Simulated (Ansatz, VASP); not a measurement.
**BN: VASP beside Ansatz**

Contents of INCAR:

```
SYSTEM = BN
ALGO = Normal ; EDIFF = 1E-6
ENCUT = 520 ; GGA = PE
ISIF = 2 ; ISMEAR = 0
LASPH = .TRUE. ; LCHARG = .FALSE.
LREAL = .FALSE. ; LWAVE = .FALSE.
NBANDS = 16 ; NELM = 80
PREC = Accurate ; SIGMA = 0.022
```

Contents of KPOINTS:

```
k-points
0
G
  12 12 6
  0 0 0
```

The input POSCAR:

```
BN
1.0
    2.5539396017      0.0000000000      0.0000000000
   -1.2769698009      2.2117765748      0.0000000000
    0.0000000000      0.0000000000      4.2268550000
N B
2 2
Direct
    0.3333333333      0.6666666667      0.1252760000
    0.6666666667      0.3333333333      0.6252760000
    0.3333333333      0.6666666667      0.4997240000
    0.6666666667      0.3333333333      0.9997240000
```

input.yaml

```yaml
crystal:
  lattice:
    - [2.5539396017, 0.0, 0.0]
    - [-1.2769698009, 2.2117765748, 0.0]
    - [0.0, 0.0, 4.226855]
  atoms:
    - { symbol: "N", position: [0.3333333333, 0.6666666667, 0.125276] }
    - { symbol: "N", position: [0.6666666667, 0.3333333333, 0.625276] }
    - { symbol: B, position: [0.3333333333, 0.6666666667, 0.499724] }
    - { symbol: B, position: [0.6666666667, 0.3333333333, 0.999724] }
hamiltonian:
  xc: pbe
  pseudopotentials: { kind: paw }
kpoints:
  mp_grid: { grid: [12, 12, 6] }
scf:
  occupations: { method: gaussian, width: 0.022 }
output:
  forces: true
  stress: true
  eigenvalues: true
```

Measurements of this composition are mostly on another form, of space group No. 194.

Alike in both runs: task single point; functional PBE; k mesh 12 × 12 × 6; occupations gaussian, width 0.022 eV; no spin polarisation.

```csv
,VASP,Ansatz
version,VASP 6.6.1,Ansatz 0.2.0
potentials or method,"VASP PAW PBE potentials, release 64 (N, B)",Ansatz PAW
plane-wave cutoff (eV),520,420
valence electrons in the cell,16,16
```

VASP gave:

```
gap on the k mesh at the Fermi level (eV)       : 5.20
least direct gap on the mesh (eV)               : 8.23
pressure (GPa)                                  : 0.2
largest component of the traceless stress (GPa) : 0.52
rms of the force components (eV/Å)              : 0.008
```

Question: Which values does Ansatz return?

Answer: gap on the k mesh at the Fermi level (eV): 5.21; least direct gap on the mesh (eV): 8.24; pressure (GPa): 0.0; largest component of the traceless stress (GPa): 0.48; rms of the force components (eV/Å): 0.009.

Atom by atom the forces differ by 0.001 eV/Å (rms over components). With one functional, cell and mesh, what is left measures potentials, basis and numerics.

Caveats: the pressure holds a Pulay correction of +1.1 GPa for the finite cutoff (Ansatz). A k mesh can miss the band edges.
